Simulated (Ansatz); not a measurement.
# TiCo: how the settings move a single-point run

Question: which choices in the input matter for TiCo?

Method: reference: DFT, PBE, PAW with Ansatz's default frozen-core files, scalar-relativistic, in Ansatz 0.2.0.

### 1 The starting structure

The structure is cubic, space group Pm-3m (No. 221). The conventional cell has a = 2.986 Å, b = 2.986 Å, c = 2.986 Å, α = 90.00°, β = 90.00°, γ = 90.00°. Around Ti (site symmetry m-3m) lie 8 Co at 2.59 Å. Co (site symmetry m-3m) is surrounded by 8 Ti at 2.59 Å.

Coordinates:

```
CELL_PARAMETERS angstrom
0.00000 2.98611 2.98611
2.98611 0.00000 0.00000
0.00000 2.98611 -2.98611
ATOMIC_POSITIONS crystal
Ti 0.00000 0.00000 0.00000
Ti 0.50000 0.00000 0.50000
Co 0.50000 0.50000 0.00000
Co 0.00000 0.50000 0.50000
```

### 2 Baseline

input.yaml reads:

```yaml
crystal:
  lattice:
    - [0.0, 2.98611099, 2.98611099]
    - [2.98611099, 0.0, 0.0]
    - [0.0, 2.98611099, -2.98611099]
  atoms:
    - { symbol: Ti, position: [0.0, 0.0, 0.0] }
    - { symbol: Ti, position: [0.5, 0.0, 0.5] }
    - { symbol: Co, position: [0.5, 0.5, 0.0], spin: 1.0 }
    - { symbol: Co, position: [0.0, 0.5, 0.5], spin: 1.0 }
magnetization:
  spin_polarized: true
kpoints:
  mp_grid: { grid: [8, 12, 8] }
scf:
  occupations: { method: fermi_dirac, width: 0.03 }
  lower_state_search: "off"
hamiltonian:
  xc: pbe
  pseudopotentials: { kind: paw }
output:
  forces: true
  stress: true
  eigenvalues: true
  populations: true
```

Run with:

```
> ansatz run input.yaml --threads 2 --pin off --max-ram 6144MiB --backend cpu --events-out ev --progress --plain --runs-dir out
```

From the output:

```text
[...]
Basis set: ecut = 420 eV, 1021 PW (Γ), exchange–correlation on 60×40×60 points (8 copies of the dense FFT grid, shifted against one another)
[...]
Magnetic group: BNS 221.92 (UNI 1594), of the structure as read, at distance tolerance 3.8e-5 Å
k-points: 105 of 768
[...]
SCF iter   1: F=—  HF=-15255.595065 eV  |F-HF|=—  |Δ(HF+E_count)|=         —  Δρ=1.40e-1 (↑6.67e-2 ↓1.40e-1)  dr2=2.46e1  dr2_m=1.16e0  M=0.623 μB ∫|m|=0.842 μB  β_m=0.30  ethr=3.10e-3  ⟨swp⟩=3.5  Hψ=22846  notcnv=0
preconditioner: auto → Kerker (q_TF=auto, 2.767 Å⁻¹)  [metal: Δε(μ)=0.002 eV  Ē_g=4.584 eV  σ=0.030 eV  W_gap=0.02  n_scr=18 (ndim 8)  ℏωp=25.9 eV  f_vac=0.000  D(μ)=3.72/eV (n_scr^D=38)]
[...]
SCF iter   2: F=—  HF=-15254.834028 eV  |F-HF|=—  |Δ(HF+E_count)|=   7.61e-1  Δρ=1.43e-1 (↑1.13e-1 ↓1.43e-1)  dr2=2.22e1  dr2_m=1.50e-1  M=1.622 μB ∫|m|=1.917 μB  β_m=1.00  ethr=3.10e-3  ⟨swp⟩=3.0  Hψ=17481  notcnv=0  defer=235
[...]
SCF iter  22: F=—  HF=-15253.253361 eV  |F-HF|=—  |Δ(HF+E_count)|=   1.24e-6  Δρ=3.40e-5 (↑1.80e-5 ↓3.40e-5)  dr2=1.15e-6  dr2_m=3.53e-8  M=1.779 μB ∫|m|=2.191 μB  β_m=0.96  ethr=7.54e-10  ⟨swp⟩=2.5  Hψ=13061  notcnv=0  defer=66
SCF iter  23: F=-15253.253361 eV  HF=-15253.253361 eV  |F-HF|=1.03e-8  |Δ(HF+E_count)|=   5.35e-8  Δρ=3.04e-6 (↑2.43e-6 ↓3.04e-6)  dr2=9.64e-9  dr2_m=4.17e-10  M=1.779 μB ∫|m|=2.191 μB  ethr=1.72e-10  ⟨swp⟩=3.7  Hψ=24812  notcnv=0
[...]
SCF converged after 23 iterations
Magnetization: 1.7788 μB (29.8894 up, 28.1106 down)
[...]
Free energy (F): -15253.253361 eV
[...]
E sigma→0 (E₀):  -15253.248526 eV
[...]
Fermi energy:    16.677426 eV
[...]
  P = ⅓ Tr σ = -0.1464 GPa (-1.464 kbar)
[...]
```

Run time: 13 s. Hardware: 2 threads of Intel Xeon 6975P-C (Granite Rapids), shared host; peak memory 0.61 GiB.

### 3 Changed: occupations.method tetrahedron_uncorrected, hubbard.sites [{species: Ti, l: d, u_eff: 3.0}], hubbard.double_counting fll, width left out

input.yaml: that of step 2 with these lines changed.

```diff
@@ -15,3 +15,3 @@
 scf:
-  occupations: { method: fermi_dirac, width: 0.03 }
+  occupations: { method: tetrahedron_uncorrected }
   lower_state_search: "off"
@@ -20,2 +20,3 @@
   pseudopotentials: { kind: paw }
+  hubbard: { sites: [{ species: Ti, l: d, u_eff: 3.0 }], double_counting: fll }
 output:
@@ -25 +26,5 @@
   populations: true
+  write_density: true
+  write_potential: true
+  elf: true
+  volumetric_format: npy
```

Run with:

```
> ansatz run input.yaml --threads 2 --pin off --max-ram 6144MiB --backend cpu --events-out ev --progress --plain --runs-dir out
```

What it wrote:

```text
Ti: projections on atomic orbitals take those of the free atom [Ne] 3s2 3p6 3d2 4s2, of charge +0.00 (hamiltonian.pseudopotentials.projection_atoms); the dataset's partial waves leave at most 4.1e-7 of an orbital's norm unspanned inside its sphere
Co: projections on atomic orbitals take those of the free atom [Ne] 3s2 3p6 3d7 4s2, of charge +0.00 (hamiltonian.pseudopotentials.projection_atoms); the dataset's partial waves leave at most 1.4e-6 of an orbital's norm unspanned inside its sphere
Engine: ansatz 0.2.0
Pseudopotentials: kind: paw
Pseudopotential: Ti, paw, valence charge 12, recommended cutoff 420 eV (normal)
Pseudopotential: Co, paw, valence charge 17, recommended cutoff 420 eV (normal)
Functional definition: PBE
  parameter kappa = 0.804
  parameter beta = 0.06672455060314922
  exchange = pbe_x(kappa = kappa, mu = beta*pi^2/3)
  correlation = pbe_c(beta = beta)
Crystal: 4 atoms, lattice volume = 53.253 Å³
Basis set: ecut = 420 eV, 1021 PW (Γ), exchange–correlation on 60×40×60 points (8 copies of the dense FFT grid, shifted against one another)
Bands: 36, of which v1, the nominal top of the filled ones, is band 29 counted from 1 (28 counted from 0)
Symmetry: 32 space group operations
Space group: Pm-3m (ITA 221), of the structure as read, at distance tolerance 3.8e-5 Å
Magnetic group: BNS 221.92 (UNI 1594), of the structure as read, at distance tolerance 3.8e-5 Å
k-points: 105 of 768
Non-local potential: Ti, projectors of the file, l = 0: 3, l = 1: 2, l = 2: 3, l = 3: 1
Non-local potential: Co, projectors of the file, l = 0: 3, l = 1: 2, l = 2: 3, l = 3: 1
PAW form: soft (Blöchl's): semilocal exchange-correlation on the pseudo side does not see the compensation charge
PAW one-centre angular grid: Ti, 590 points (default); XC on 64 Gauss nodes
PAW one-centre angular grid: Co, 590 points (default); XC on 64 Gauss nodes
Initial density: superposition of atomic densities (chi_scale 0.1, normalization cell)
Starting moments: Σ|m| = 2 μB on 2 of 4 sites
Initial wavefunctions: pseudopotential atomic-orbital guess
Functional: x = pbe(κ = 0.804, μ = 0.2195149727645171), c = pbe(β = 0.06672455060314922)
SCF iter   1: F=—  HF=-15251.065695 eV  |F-HF|=—  |Δ(HF+E_count)|=         —  Δρ=1.77e-1 (↑8.48e-2 ↓1.77e-1)  dr2=3.88e1  dr2_m=1.61e0  M=0.463 μB ∫|m|=0.635 μB  β_m=0.30  ethr=3.10e-3  ⟨swp⟩=3.6  Hψ=22922  notcnv=0
preconditioner: auto → Kerker (q_TF=auto, 2.767 Å⁻¹)  [metal: no gap  n_scr=18 (ndim 8)  ℏωp=25.9 eV  f_vac=0.000]
spin=Collinear: Kerker preconditioning applied to the charge; magnetization (m = ρ↑ − ρ↓) channel mixes plain (no charge-response kernel on spin).
SCF iter   2: F=—  HF=-15248.751010 eV  |F-HF|=—  |Δ(HF+E_count)|=    2.31e0  Δρ=1.43e-1 (↑1.15e-1 ↓1.43e-1)  dr2=2.05e1  dr2_m=1.56e-1  M=1.657 μB ∫|m|=1.811 μB  β_m=1.00  ethr=3.10e-3  ⟨swp⟩=3.1  Hψ=17484  notcnv=0  defer=287
SCF iter   3: F=—  HF=-15247.393931 eV  |F-HF|=—  |Δ(HF+E_count)|=    1.36e0  Δρ=4.75e-2 (↑3.17e-2 ↓4.75e-2)  dr2=3.93e0  dr2_m=2.57e-1  M=1.062 μB ∫|m|=1.347 μB  β_m=0.30  ethr=3.10e-3  ⟨swp⟩=2.6  Hψ=16719  notcnv=0  defer=260
SCF iter   4: F=—  HF=-15247.489337 eV  |F-HF|=—  |Δ(HF+E_count)|=   9.54e-2  Δρ=8.43e-2 (↑5.95e-2 ↓8.43e-2)  dr2=1.11e1  dr2_m=1.09e-1  M=1.653 μB ∫|m|=2.008 μB  β_m=1.00  ethr=3.10e-3  ⟨swp⟩=3.2  Hψ=15683  notcnv=0  defer=266
SCF iter   5: F=—  HF=-15247.010561 eV  |F-HF|=—  |Δ(HF+E_count)|=   4.79e-1  Δρ=3.08e-2 (↑1.21e-2 ↓3.08e-2)  dr2=8.52e-1  dr2_m=1.21e-1  M=1.352 μB ∫|m|=1.672 μB  β_m=0.30  ethr=3.10e-3  ⟨swp⟩=3.0  Hψ=13721  notcnv=0  defer=266
SCF iter   6: F=—  HF=-15246.976969 eV  |F-HF|=—  |Δ(HF+E_count)|=   3.36e-2  Δρ=5.55e-3 (↑5.55e-3 ↓2.63e-3)  dr2=3.80e-2  dr2_m=1.63e-3  M=1.557 μB ∫|m|=1.877 μB  β_m=1.00  ethr=1.47e-3  ⟨swp⟩=2.1  Hψ=10363  notcnv=0  defer=261
SCF iter   7: F=—  HF=-15247.004897 eV  |F-HF|=—  |Δ(HF+E_count)|=   2.79e-2  Δρ=2.11e-3 (↑1.56e-3 ↓2.11e-3)  dr2=5.42e-3  dr2_m=5.67e-4  M=1.582 μB ∫|m|=1.914 μB  β_m=1.00  ethr=6.55e-5  ⟨swp⟩=2.1  Hψ=9191  notcnv=0  defer=261
SCF iter   8: F=—  HF=-15247.027434 eV  |F-HF|=—  |Δ(HF+E_count)|=   2.25e-2  Δρ=1.06e-2 (↑6.90e-3 ↓1.06e-2)  dr2=1.61e-1  dr2_m=2.00e-3  M=1.544 μB ∫|m|=1.884 μB  β_m=0.30  ethr=9.34e-6  ⟨swp⟩=3.1  Hψ=12745  notcnv=0  defer=261
SCF iter   9: F=—  HF=-15247.027730 eV  |F-HF|=—  |Δ(HF+E_count)|=   2.96e-4  Δρ=4.21e-3 (↑2.41e-3 ↓4.21e-3)  dr2=3.40e-3  dr2_m=4.95e-3  M=1.635 μB ∫|m|=1.989 μB  β_m=1.00  ethr=9.34e-6  ⟨swp⟩=3.1  Hψ=13494  notcnv=0  defer=259
SCF iter  10: F=—  HF=-15247.034047 eV  |F-HF|=—  |Δ(HF+E_count)|=   6.32e-3  Δρ=4.62e-3 (↑1.31e-3 ↓4.62e-3)  dr2=1.23e-2  dr2_m=2.70e-3  M=1.675 μB ∫|m|=2.052 μB  β_m=1.00  ethr=5.85e-6  ⟨swp⟩=2.3  Hψ=10086  notcnv=0  defer=258
SCF iter  11: F=—  HF=-15247.040148 eV  |F-HF|=—  |Δ(HF+E_count)|=   6.10e-3  Δρ=5.74e-3 (↑2.05e-3 ↓5.74e-3)  dr2=2.90e-2  dr2_m=2.34e-3  M=1.707 μB ∫|m|=2.109 μB  β_m=1.00  ethr=5.85e-6  ⟨swp⟩=2.2  Hψ=9900  notcnv=0  defer=258
SCF iter  12: F=—  HF=-15247.047883 eV  |F-HF|=—  |Δ(HF+E_count)|=   7.74e-3  Δρ=9.10e-3 (↑4.48e-3 ↓9.10e-3)  dr2=9.50e-2  dr2_m=3.22e-3  M=1.739 μB ∫|m|=2.173 μB  β_m=1.00  ethr=5.85e-6  ⟨swp⟩=2.4  Hψ=10850  notcnv=0  defer=258
SCF iter  13: F=—  HF=-15247.046639 eV  |F-HF|=—  |Δ(HF+E_count)|=   1.24e-3  Δρ=3.82e-3 (↑2.63e-3 ↓3.82e-3)  dr2=1.99e-2  dr2_m=2.16e-4  M=1.740 μB ∫|m|=2.193 μB  β_m=1.00  ethr=5.85e-6  ⟨swp⟩=2.6  Hψ=11615  notcnv=0  defer=252
SCF iter  14: F=—  HF=-15247.049283 eV  |F-HF|=—  |Δ(HF+E_count)|=   2.64e-3  Δρ=2.56e-3 (↑1.32e-3 ↓2.56e-3)  dr2=6.72e-3  dr2_m=2.47e-4  M=1.743 μB ∫|m|=2.214 μB  β_m=1.00  ethr=5.85e-6  ⟨swp⟩=2.2  Hψ=10248  notcnv=0  defer=252
SCF iter  15: F=—  HF=-15247.052809 eV  |F-HF|=—  |Δ(HF+E_count)|=   3.53e-3  Δρ=4.42e-3 (↑2.93e-3 ↓4.42e-3)  dr2=2.88e-2  dr2_m=3.15e-4  M=1.725 μB ∫|m|=2.200 μB  β_m=0.30  ethr=5.85e-6  ⟨swp⟩=2.8  Hψ=11812  notcnv=0  defer=252
Mixer restart at iter 15: flushing history
spin-set hold released at iteration 15 (site moments' squared step at or under half its running peak, from the soft ceiling on): the magnetisation degrees of freedom join the quasi-Newton model from the next iteration; the mixer history was flushed
SCF iter  16: F=—  HF=-15247.055135 eV  |F-HF|=—  |Δ(HF+E_count)|=   2.33e-3  Δρ=7.10e-3 (↑3.20e-3 ↓7.10e-3)  dr2=3.98e-2  dr2_m=2.00e-3  M=1.757 μB ∫|m|=2.262 μB  β_m=0.20  ethr=5.85e-6  ⟨swp⟩=3.0  Hψ=15339  notcnv=0  defer=254
SCF iter  17: F=—  HF=-15247.053097 eV  |F-HF|=—  |Δ(HF+E_count)|=   2.04e-3  Δρ=1.87e-3 (↑5.64e-4 ↓1.87e-3)  dr2=6.23e-4  dr2_m=5.78e-4  M=1.749 μB ∫|m|=2.245 μB  β_m=0.25  ethr=5.85e-6  ⟨swp⟩=2.4  Hψ=11618  notcnv=0  defer=254
SCF iter  18: F=—  HF=-15247.054504 eV  |F-HF|=—  |Δ(HF+E_count)|=   1.41e-3  Δρ=2.02e-3 (↑6.61e-4 ↓2.02e-3)  dr2=6.14e-4  dr2_m=8.30e-4  M=1.755 μB ∫|m|=2.270 μB  β_m=0.20  ethr=1.07e-6  ⟨swp⟩=2.3  Hψ=13037  notcnv=0  defer=254
SCF iter  19: F=—  HF=-15247.055144 eV  |F-HF|=—  |Δ(HF+E_count)|=   6.40e-4  Δρ=1.07e-3 (↑7.21e-4 ↓1.07e-3)  dr2=1.36e-4  dr2_m=3.46e-4  M=1.753 μB ∫|m|=2.289 μB  β_m=0.12  ethr=1.06e-6  ⟨swp⟩=2.3  Hψ=9944  notcnv=0  defer=254
SCF iter  20: F=—  HF=-15247.056156 eV  |F-HF|=—  |Δ(HF+E_count)|=   1.01e-3  Δρ=1.04e-3 (↑8.41e-4 ↓1.04e-3)  dr2=1.06e-4  dr2_m=3.98e-4  M=1.761 μB ∫|m|=2.315 μB  β_m=0.34  ethr=2.35e-7  ⟨swp⟩=3.1  Hψ=15531  notcnv=0  defer=254
SCF iter  21: F=—  HF=-15247.057510 eV  |F-HF|=—  |Δ(HF+E_count)|=   1.35e-3  Δρ=9.39e-4 (↑7.73e-4 ↓9.39e-4)  dr2=1.07e-3  dr2_m=9.91e-5  M=1.741 μB ∫|m|=2.422 μB  β_m=0.77  ethr=1.83e-7  ⟨swp⟩=3.5  Hψ=17632  notcnv=0  defer=257
SCF iter  22: F=—  HF=-15247.057702 eV  |F-HF|=—  |Δ(HF+E_count)|=   1.92e-4  Δρ=7.97e-4 (↑7.83e-4 ↓7.97e-4)  dr2=1.03e-3  dr2_m=4.62e-5  M=1.731 μB ∫|m|=2.444 μB  β_m=0.89  ethr=1.83e-7  ⟨swp⟩=2.9  Hψ=12126  notcnv=0  defer=259
SCF iter  23: F=—  HF=-15247.057848 eV  |F-HF|=—  |Δ(HF+E_count)|=   1.47e-4  Δρ=6.66e-4 (↑4.27e-4 ↓6.66e-4)  dr2=5.25e-4  dr2_m=1.55e-5  M=1.714 μB ∫|m|=2.500 μB  β_m=0.94  ethr=1.83e-7  ⟨swp⟩=3.2  Hψ=14866  notcnv=0  defer=259
SCF iter  24: F=—  HF=-15247.057904 eV  |F-HF|=—  |Δ(HF+E_count)|=   5.62e-5  Δρ=9.02e-4 (↑4.56e-4 ↓9.02e-4)  dr2=7.69e-4  dr2_m=2.58e-5  M=1.711 μB ∫|m|=2.505 μB  β_m=0.74  ethr=1.83e-7  ⟨swp⟩=2.3  Hψ=10915  notcnv=0  defer=261
SCF iter  25: F=—  HF=-15247.057850 eV  |F-HF|=—  |Δ(HF+E_count)|=   5.49e-5  Δρ=8.14e-5 (↑8.14e-5 ↓7.07e-5)  dr2=4.48e-6  dr2_m=8.68e-7  M=1.707 μB ∫|m|=2.513 μB  β_m=0.78  ethr=1.83e-7  ⟨swp⟩=2.5  Hψ=11421  notcnv=0  defer=261
SCF iter  26: F=—  HF=-15247.057857 eV  |F-HF|=—  |Δ(HF+E_count)|=   7.10e-6  Δρ=7.43e-5 (↑5.08e-5 ↓7.43e-5)  dr2=5.73e-6  dr2_m=1.68e-7  M=1.706 μB ∫|m|=2.513 μB  β_m=0.89  ethr=7.72e-9  ⟨swp⟩=2.7  Hψ=13188  notcnv=0  defer=261
SCF iter  27: F=—  HF=-15247.057857 eV  |F-HF|=—  |Δ(HF+E_count)|=   6.73e-7  Δρ=2.30e-5 (↑2.25e-5 ↓2.30e-5)  dr2=7.89e-7  dr2_m=1.11e-8  M=1.707 μB ∫|m|=2.512 μB  β_m=0.95  ethr=7.72e-9  ⟨swp⟩=2.4  Hψ=10394  notcnv=0  defer=261
iter 28 met the thresholds in force, and the SCF goes on: an eigenvalue changes by 80.37 meV, over its tolerance of 10.00 meV (output.eigenvalues, Limitations)
SCF iter  28: F=-15247.057857 eV  HF=-15247.057857 eV  |F-HF|=5.30e-9  |Δ(HF+E_count)|=   7.06e-8  Δρ=2.64e-6 (↑1.75e-6 ↓2.64e-6)  dr2=1.69e-9  dr2_m=1.88e-9  M=1.707 μB ∫|m|=2.512 μB  β_m=0.97  ethr=1.72e-10  ⟨swp⟩=8.4  Hψ=48231  notcnv=0
iter 29 met the thresholds in force, and the SCF goes on: an eigenvalue changes by 80.37 meV, over its tolerance of 10.00 meV (output.eigenvalues, Limitations)
SCF iter  29: F=-15247.057857 eV  HF=-15247.057857 eV  |F-HF|=2.60e-10  |Δ(HF+E_count)|=   4.23e-8  Δρ=7.98e-7 (↑5.34e-7 ↓7.98e-7)  dr2=3.14e-10  dr2_m=9.96e-11  M=1.707 μB ∫|m|=2.511 μB  β_m=1.00  ethr=2.91e-12  ⟨swp⟩=4.3  Hψ=42524  notcnv=0
Mixer restart at iter 29: flushing history
iter 30 met the thresholds in force, and the SCF goes on: an eigenvalue changes by 13.10 meV, over its tolerance of 10.00 meV (output.eigenvalues, Limitations)
SCF iter  30: F=-15247.057857 eV  HF=-15247.057857 eV  |F-HF|=3.57e-10  |Δ(HF+E_count)|=   2.86e-9  Δρ=7.50e-7 (↑5.82e-7 ↓7.50e-7)  dr2=5.48e-10  dr2_m=5.84e-11  M=1.707 μB ∫|m|=2.511 μB  β_m=1.00  ethr=1.00e-12  ⟨swp⟩=4.0  Hψ=40285  notcnv=0  κ⁻¹=1.0e0(r=1)
SCF iter  31: F=-15247.057857 eV  HF=-15247.057857 eV  |F-HF|=2.18e-11  |Δ(HF+E_count)|=  7.82e-11  Δρ=4.26e-7 (↑4.26e-7 ↓2.69e-7)  dr2=1.36e-10  dr2_m=3.76e-11  M=1.707 μB ∫|m|=2.511 μB  ethr=1.00e-12  ⟨swp⟩=4.0  Hψ=38541  notcnv=0
SCF 1 converged in 31 iterations: F = -15247.057857 eV  dr2 = 1.36e-10
SCF converged after 31 iterations
an eigenvalue changed by more than its tolerance at an iteration that met the thresholds in force, so the SCF went on 3 times, its first undamped step at iteration 29: the last check found none over its tolerance
Magnetization: 1.7070 μB (29.8535 up, 28.1465 down)
Absolute magnetization: 2.5501 μB (∫|ρ↑−ρ↓|, with the PAW one-centre terms)
Spin contamination: 0.3097 ħ² per cell (⟨S²⟩ above its minimum at these occupations)
Per-site moments (μB) at R_I (Å): [(-0.08276963393630214, 1.0667447900422087), (-0.08276963393630207, 1.0667447900422087), (1.0326498108801798, 1.0667447900422087), (1.0326498108801798, 1.0667447900422087)]
Free energy (F): -15247.057857 eV
Harris-Foulkes:  -15247.057857 eV  (|F-HF|=2.18e-11)
Internal energy: -15247.056349 eV  (E = F + TS)
E sigma→0 (E₀):  -15247.057857 eV
Entropy (-TS):   -0.001509 eV (-0.377 meV/atom)
Fermi energy:    16.988601 eV
--- Per-component energies (eV) ---
  E_band       = -806.332023
  E_kinetic    = 1457.444311
  E_local      = -7764.392687  (includes V_loc(G=0)·N_el)
  E_nonlocal   = 918.540052
  E_hartree    = 3277.883977
  E_xc         = -515.615668
  E_vxc        = -657.786337  (∫ρ·V_xc dr)
  E_hubbard    = 5.994891  (on-site DFT+U / exact-exchange correction)
  E_vhub       = 3.370056  (the Hubbard potential's part of the band-sum identity)
  E_paw        = -5124.812697  (= ΣΔE_a)
  E_vpaw       = -1319.275543  (= ΣTr[D̂ρ^β])
  E_aug_tail   = 0.000352  (compensation charges beyond the density's cutoff)
  E_ewald      = -7502.098879
  E_smearing   = -0.001509  (= −TS)
  E_closure    = 0.000000  (closes the sum)
  Σ components = -15247.057857   (vs F -15247.057857, Δ=0.00e0)
--- Forces (eV/Å), atoms counted from 1 ---
  atom   1  Ti     0.00000000     0.00000000     0.00000000
  atom   2  Ti     0.00000000    -0.00000000     0.00000000
  atom   3  Co     0.00000000     0.00000000    -0.00000000
  atom   4  Co     0.00000000    -0.00000000     0.00000000
  max |Σ_I F_I| component: 2.72e-29 eV/Å
--- Stress (GPa, compression-positive) ---
        4.023073      -0.000000      -0.000000
       -0.000000       4.074581       0.000000
       -0.000000      -0.000000       4.074581
  P = ⅓ Tr σ = 4.0574 GPa (40.574 kbar)
--- Band table (eV; the first three rows and the last of 210) ---
  k-point 0 ↑: bands = ["-78.8509", "-78.8422", "-42.1379", "-42.1379", "-42.1168", "-42.1168", "-42.1162", "-42.1123", "-40.8568", "-40.7911", "-17.1863", "-17.1863", "-16.9426", "-16.9426", "-16.9420", "-16.8936", "8.9634", "12.2466", "12.8364", "12.8365", "12.9877", "14.1179", "14.1179", "14.9822", "14.9839", "14.9839", "15.3479", "16.0647", "17.2606", "17.2606", "17.8182", "17.8193", "18.4453", "19.2321", "19.2321", "19.4078"]
  k-point 1 ↑: bands = ["-78.8508", "-78.8427", "-42.1380", "-42.1369", "-42.1186", "-42.1175", "-42.1160", "-42.1124", "-40.8533", "-40.7925", "-17.1791", "-17.1766", "-16.9540", "-16.9517", "-16.9404", "-16.8957", "9.1178", "12.2838", "12.8917", "12.8996", "13.0243", "14.1509", "14.2001", "14.9516", "14.9687", "15.0268", "15.1489", "15.8270", "17.0468", "17.4382", "17.7827", "17.8273", "18.4483", "19.1084", "19.1996", "19.2043"]
  k-point 2 ↑: bands = ["-78.8504", "-78.8440", "-42.1381", "-42.1343", "-42.1234", "-42.1196", "-42.1155", "-42.1127", "-40.8435", "-40.7969", "-17.1576", "-17.1492", "-16.9854", "-16.9775", "-16.9357", "-16.9015", "9.5675", "12.2722", "13.0367", "13.0855", "13.1341", "14.2451", "14.4299", "14.7181", "14.8591", "14.9195", "15.1231", "15.1991", "16.8535", "17.6995", "17.7358", "17.8515", "18.3052", "18.6540", "18.7328", "18.7932"]
  k-point 104 ↓: bands = ["-77.6286", "-77.6286", "-40.9546", "-40.9546", "-40.9532", "-40.9532", "-40.9279", "-40.9279", "-40.8631", "-40.8631", "-17.2650", "-17.2650", "-17.2620", "-17.2620", "-16.9645", "-16.9645", "12.7191", "12.7191", "13.1698", "13.1698", "14.6257", "14.6257", "14.6267", "14.6267", "16.9925", "16.9925", "17.1870", "17.1870", "17.1882", "17.1882", "17.2758", "17.2758", "18.1991", "18.1991", "19.5444", "19.5444"]
Occupation matrices written to <dir>
--- Löwdin populations: 4 sites ---
  site symbol       q [e]    m [muB]
     0     Ti     11.7575    -0.1117
     1     Ti     11.7575    -0.1117
     2     Co     16.8485     1.0105
     3     Co     16.8485     1.0105
  spilling = 0.013587 (of n_electrons = 58.000000)
```

It took 22 s on 2 threads of Intel Xeon 6975P-C (Granite Rapids), shared host; peak memory 0.75 GiB.

Changing the smearing and Hubbard U moves the energy by +1.55 eV/atom (σ→0 values), and the pressure goes from -0.1 to 4.1 GPa and the absolute moment goes from 2.20 to 2.55 μB. The U term adds an energy of its own, so the shift says nothing about which run is better.

### 4 All runs together

| run | ending | energy change | pressure (GPa) | abs. moment (μB) | force (eV/Å) | cycles | time |
| --- | --- | --- | --- | --- | --- | --- | --- |
| reference | converged | 0 | -0.1 | 2.20 | 0.00 | 23 | 13 s |
| 1: occupations.method tetrahedron_uncorrected, hubbard.sites [{species: Ti, l: d, u_eff: 3.0}], hubbard.double_counting fll, width left out | converged | +1.55 eV/atom (σ→0) (U changed: no physical gain or loss) | 4.1 | 2.55 | 0.00 | 31 | 22 s |

Times don't compare one to one where runs were asked for different outputs or read a saved state (see the inputs); cycles may leave out searches for a lower state.

Residual by cycle in the longest SCF loop of each run; runs are numbered as in the table. The quantity is the density residual dr2, in eV.

| cycle | reference | run 1 |
| --- | --- | --- |
| 1 | 24.6 | 38.8 |
| 4 | 3.46 | 11.1 |
| 6 | 0.119 | 0.038 |
| 9 | 5.6e-5 | 0.0034 |
| 12 | 0.00717 | 0.095 |
| 15 | 9.3e-4 | 0.0288 |
| 17 | 0.00752 | 6.2e-4 |
| 20 | 2.2e-5 | 1.1e-4 |
| 23 | 9.6e-9 | 5.2e-4 |
| 26 | - | 5.7e-6 |
| 28 | - | 1.7e-9 |
| 31 | - | 1.4e-10 |

**Reading.** Changing the smearing and Hubbard U moves the energy by +1.55 eV/atom (σ→0 values), and the pressure goes from -0.1 to 4.1 GPa and the absolute moment goes from 2.20 to 2.55 μB. The U term adds an energy of its own, so the shift says nothing about which run is better. A changed U is a change of model: its shifts are not errors of convergence.
